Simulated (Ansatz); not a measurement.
Ge:

```
CELL_PARAMETERS angstrom
-2.57449 2.57449 1.39741
2.57449 -2.57449 1.39741
2.57449 2.57449 -1.39741
ATOMIC_POSITIONS crystal
Ge 0.50000 0.50000 0.00000
Ge 0.25000 0.75000 0.50000
```

This isn't the form of Ge at room conditions, which is diamond.

Below is the output of Ansatz 0.2.0 for this cell. Logs are shortened: lines on timing, memory, paths and dates and some standing lists are left out, and cuts for length are marked.

```text
Warning: RAYON_NUM_THREADS=2 ignored (pool sized by the plan → 2); use --threads N
hamiltonian.pseudopotentials.datasets: crystal makes datasets for this crystal and solves the spheres of its atoms anew in each pass: cutoff 160.0 eV, the density's 800.0 eV; for an error of 0.50 meV an atom under PBE, 1.0 meV for the cell; an energy difference from a run of another recipe may be off by several times the error for the cell, under r2SCAN by more, where some 0.1 meV an atom stays at smaller errors; Ge in spheres of 1.334 Å, 4 of its electrons in bands, 10 on its site; only band paths and densities of states list, in semicore columns, the levels of the semicore shells that are solved separately: 3d of Ge
band count auto-derived: 10 (N_el = 8.0; filled up to band 4; 8 by the electrons, moments and atoms)
Engine: ansatz 0.2.0, aarch64-unknown-linux-gnu
Pseudopotentials: kind: all_electron
Pseudopotential: Ge, paw, valence charge 14, recommended cutoff 160 eV (normal), crystal/all_electron/pbesol/scalar/gaussian/Ge, Koelling and Harmon's equation, gaussian nucleus
Functional definition: PBEsol
  exchange = pbesol_x
  correlation = pbesol_c
Crystal: 2 atoms, lattice volume = 37.048 Å³
Basis set: ecut = 160 eV, 151 PW (Γ), exchange–correlation on 36×36×36 points (8 copies of the dense FFT grid, shifted against one another)
Bands: 10, of which v1, the nominal top of the filled ones, is band 4 counted from 1 (3 counted from 0)
Symmetry: 16 space group operations
Space group: I41/amd (ITA 141), of the structure as read, at distance tolerance 3.3e-5 Å
k-points: 59 of 512
Non-local potential: Ge, projectors of the file, l = 0: 1, l = 1: 2
PAW form: soft (Blöchl's): semilocal exchange-correlation on the pseudo side does not see the compensation charge
PAW one-centre angular grid: Ge, 110 points (default); XC on its mesh's 1901 points in the sphere
Initial density: superposition of atomic densities (neutral atoms: chi_scale 0, normalization atom)
Initial wavefunctions: pseudopotential atomic-orbital guess
Functional: x = pbesol(κ = 0.804, μ = 0.12345679012345678), c = pbesol(β = 0.046)
iter 1 solved again at ethr=1.21e-3 eV; its pass at ethr=1.00e-1 eV (dr2=9.70e-2 eV) is discarded
SCF iter   1: F=—  HF=-114149.325329 eV  |F-HF|=—  |Δ(HF+E_count)|=         —  Δρ=1.84e-2  dr2=9.18e-2  ethr=1.21e-3  ⟨swp⟩=4.0  Hψ=4275  notcnv=0
preconditioner: auto → none  [insulator: Δε(μ)=0.156 eV  Ē_g=11.833 eV  σ=0.050 eV  W_gap=0.65  n_scr=4 (ndim 8)  ℏωp=17.3 eV  f_vac=0.000  D(μ)=0.78/eV (n_scr^D=4)  ε∞_Penn≈3.1]
SCF iter   2: F=—  HF=-114149.330031 eV  |F-HF|=—  |Δ(HF+E_count)|=   4.70e-3  Δρ=8.73e-3  dr2=1.99e-2  ethr=1.15e-3  ⟨swp⟩=2.1  Hψ=1170  notcnv=0  defer=4
iter 3 solved again at ethr=1.73e-6 eV; its pass at ethr=2.48e-4 eV (dr2=1.38e-4 eV) is discarded
SCF iter   3: F=—  HF=-114149.329505 eV  |F-HF|=—  |Δ(HF+E_count)|=   5.26e-4  Δρ=6.55e-4  dr2=1.29e-4  ethr=1.73e-6  ⟨swp⟩=2.1  Hψ=2892  notcnv=0  defer=3
SCF iter   4: F=—  HF=-114149.329266 eV  |F-HF|=—  |Δ(HF+E_count)|=   2.39e-4  Δρ=1.07e-4  dr2=2.88e-6  ethr=1.62e-6  ⟨swp⟩=2.0  Hψ=843  notcnv=0  defer=1
SCF iter   5: F=—  HF=-114149.329253 eV  |F-HF|=—  |Δ(HF+E_count)|=   1.28e-5  Δρ=5.39e-5  dr2=9.05e-7  ethr=3.60e-8  ⟨swp⟩=2.0  Hψ=838  notcnv=0  defer=1
SCF iter   6: F=-114149.329252 eV  HF=-114149.329252 eV  |F-HF|=6.18e-9  |Δ(HF+E_count)|=   1.62e-6  Δρ=1.83e-6  dr2=7.98e-10  ethr=1.13e-8  ⟨swp⟩=2.7  Hψ=896  notcnv=0  defer=1
SCF 1 converged in 6 iterations: F = -114149.329250 eV  dr2 = 7.98e-10
  Residual-converged pass: ⟨swp⟩=3.1  Hψ=1016  notcnv=0  max |occ|·‖R‖ = 5.0e-6 eV (tolerance 5.3e-6 eV)  dr2=6.71e-10  dr2_onsite=1.69e-8  max |Δocc| = 7.4e-10
  greatest PAW one-centre occupation: 0.664 electrons in one spin orbital (limit 2), on the Ge atom at site 1 (counted from 0), in its partial waves of l = 0
SCF converged after 6 iterations
Free energy (F): -114149.329250 eV
Harris-Foulkes:  -114149.329250 eV  (|F-HF|=6.18e-9)
Internal energy: -114149.322124 eV  (E = F + TS)
E sigma→0 (E₀):  -114149.325687 eV
Entropy (-TS):   -0.007125 eV (-3.563 meV/atom)
Past the cutoff: the bands carry plane waves up to 1.75 times it, of which those up to 1.5 times it add -0.000115 eV an atom, each by itself; the spheres take 0.000053 eV an atom off the energy for waves past 1.75 times it
By the cutoff:   a pressure is off by up to 0.005 GPa (1.2 times the spheres' own share and the shells' term, over an atom's volume, and 0.004 GPa: a bound that held against runs at twice the plane waves)
Past the cutoffs: a stress includes 0.0013 GPa for waves and charges beyond them, in addition to the slope of what the spheres take
In the spheres:  the bands' charges fall short by 7.2e-8 e at most (sound up to 1e-3), those of shells solved beside the bands by 2.6e-7 e (sound up to 5e-4)
Fermi energy:    12.718548 eV
--- Per-component energies (eV) ---
  E_band       = 58.754552
  E_kinetic    = 86.384451
  E_local      = -1963.251995  (includes V_loc(G=0)·N_el)
  E_nonlocal   = 6.362992
  E_hartree    = 1013.536087
  E_xc         = -102.620229
  E_vxc        = -118.878408  (∫ρ·V_xc dr)
  E_paw        = -118851.246520  (= ΣΔE_a)
  E_vpaw       = -8689.251293  (= ΣTr[D̂ρ^β])
  E_ewald      = -3048.802751
  E_smearing   = -0.007125  (= −TS)
  E_closure    = 8710.315839  (closes the sum)
  Σ components = -114149.329250   (vs F -114149.329250, Δ=0.00e0)
  The terms above E_closure are by the made datasets' own strengths, without shells solved beside the bands.
--- Forces (eV/Å), atoms counted from 1 ---
  atom   1  Ge    -0.00000000     0.00000000     0.00000000
  atom   2  Ge    -0.00000000     0.00000000     0.00000000
  max |Σ_I F_I| component: 2.43e-17 eV/Å
--- Stress (GPa, compression-positive) ---
       -2.277364      -0.000000       0.000000
       -0.000000      -2.277364       0.000000
        0.000000      -0.000000       2.375202
  P = ⅓ Tr σ = -0.7265 GPa (-7.265 kbar)
  It holds what live shells' own plane waves past their cutoff add
--- Band table (eV; the first three rows and the last of 59) ---
  k-point 0: bands = ["-0.5479", "8.7002", "10.4242", "10.4242", "15.9935", "20.3544", "20.3544", "20.9138"]
  k-point 1: bands = ["-0.3752", "7.3910", "10.6135", "11.3404", "16.8784", "18.8313", "19.4807", "20.9607"]
  k-point 2: bands = ["0.1423", "5.4800", "11.1773", "12.3955", "16.8205", "17.8092", "19.2017", "20.6250"]
  k-point 58: bands = ["3.8878", "3.8878", "6.8381", "6.8381", "18.9216", "18.9216", "23.7746", "23.7746"]
```

Question: Write the input and the command behind it.

Answer: Single point with PBEsol, no spin polarisation. The files as run (others can give the same):

input.yaml
```yaml
crystal:
  lattice:
    - [-2.574489719, 2.574489719, 1.3974126432]
    - [2.574489719, -2.574489719, 1.3974126432]
    - [2.574489719, 2.574489719, -1.3974126432]
  atoms:
    - { symbol: Ge, position: [0.5, 0.5, 0.0] }
    - { symbol: Ge, position: [0.25, 0.75, 0.5] }
kpoints:
  mp_grid: { grid: [8, 8, 8] }
scf:
  occupations: { method: fermi_dirac, width: 0.05 }
hamiltonian:
  xc: pbesol
  pseudopotentials: { kind: all_electron, datasets: crystal }
output:
  forces: true
  stress: true
  eigenvalues: true
  elf: true
  volumetric_format: npy
```

Potentials or basis: all-electron PAW datasets made for the crystal.
Run with:
```sh
$ ansatz run input.yaml --threads 2 --pin off --max-ram 8192MiB --backend cpu --events-out ev --progress --plain --runs-dir out
```

Caveat: the k mesh is thin for a metal, which can move the energy by tens of meV per atom.
